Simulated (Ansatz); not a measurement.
**From the elastic tensor of SiC at 7 GPa (stress–strain coefficients) to moduli and sound speeds**

All numbers below come from DFT PBEsol, scalar-relativistic, plane waves, PAW (Ansatz 0.2.0). Settings: 420 eV plane-wave cutoff, Γ-centred 12×12×6 mesh, fixed occupations. No spin polarisation.

Symmetry: P6_3mc, No. 186, hexagonal system. The conventional cell has a = 3.046 Å, b = 3.046 Å, c = 4.997 Å, α = 90.00°, β = 90.00°, γ = 120.00°. Si (site symmetry 3m) is surrounded by 4 C at 1.86 to 1.88 Å. C (site symmetry 3m) is surrounded by 4 Si at 1.86 to 1.88 Å.

Relaxed-ion constants (GPa, on the Cartesian axes of the calculation):
```
538.8 136.0  77.3   0.0   0.0   0.0
136.0 538.8  77.3   0.0   0.0   0.0
 77.3  77.3 583.4   0.0   0.0   0.0
  0.0   0.0   0.0 152.0   0.0   0.0
  0.0   0.0   0.0   0.0 152.0   0.0
  0.0   0.0   0.0   0.0   0.0 201.4
```

Density 3.317 g/cm³; 4 atoms in 40.15 Å³.

The values that follow are for a polycrystal of randomly turned grains, by Hill's mean where one number stands.

| Item | Value |
| --- | --- |
| Bulk modulus, Voigt / Reuss / Hill | 249.2 / 249.1 / 249.1 GPa |
| Shear modulus, Voigt / Reuss / Hill | 192.4 / 185.2 / 188.8 GPa |
| Young's modulus | 452 GPa |
| Poisson ratio | 0.198 |
| Pugh ratio B/G | 1.32 |
| Universal anisotropy index | 0.20 |
| Longitudinal and transverse sound speeds | 12289 and 7545 m/s |
| Debye temperature from the mean sound speed | 1149 K |

Cost: 1 run of about 2.6 core-minutes, on Intel Xeon 6975P-C (Granite Rapids) (shared hosts).

Compressed wurtzite SiC resists shear almost as strongly as it resists compression, as expected for a network of directional sp3 bonds in which changing bond angles costs much energy. This also accounts for the low Poisson ratio of 0.198. The anisotropy lies almost entirely in the shear response: the Voigt and Reuss bulk moduli nearly coincide, while the shear moduli differ visibly. The crystal is stiffest along c, where one bond of each tetrahedron is loaded head-on. Sliding the basal planes over one another, at 152.0 GPa, is easier than shear within them, at 201.4 GPa, probably because the former is taken up more by bond bending and the latter more by stretching of the inclined bonds. The same ordering appears in zinc-blende SiC viewed along a body diagonal, so it reflects the tetrahedral network more than the hexagonal stacking. The positive definite tensor supports elastic stability against small homogeneous strains at this pressure, but says nothing about whether this polytype is favoured over the others.
